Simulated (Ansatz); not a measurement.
PbSe: single point with RPBE

PbSe:

```
CELL_PARAMETERS angstrom
3.78432 0.00000 0.00000
0.00000 3.78432 0.00000
0.00000 0.00000 3.78432
ATOMIC_POSITIONS crystal
Pb 0.00000 0.00000 0.00000
Se 0.50000 0.50000 0.50000
```

Measurements of this composition are mostly on another form, of space group No. 225.

```json
{
 "Program": "Ansatz 0.2.0",
 "Task": "single point",
 "Functional": "RPBE",
 "Potentials or basis": "all-electron LAPW, scalar-relativistic",
 "Cutoff": "156 eV (chosen from the basis error)",
 "Basis error allowed": "0.001 eV/atom",
 "k mesh": "7 × 7 × 7",
 "Occupations": "fermi-dirac, width 0.02 eV",
 "Spin": "no spin polarisation"
}
```

* Pressure: 1.7 GPa
* Band gap on the k mesh: none (metal or under the smearing width)

Levels at points of the mesh, in eV from the Fermi level:
```csv
k point,band 28,band 29,band 30,band 31,band 32,band 33
"(0.00, 0.00, 0.00)",-1.43,-1.43,-1.43,5.22,5.22,6.17
```

Run time: 5.9 s on 1 thread of Arm Neoverse V2, on a shared host, peak memory 0.27 GiB.

Spin-orbit coupling is left out, which matters for the levels of Pb.
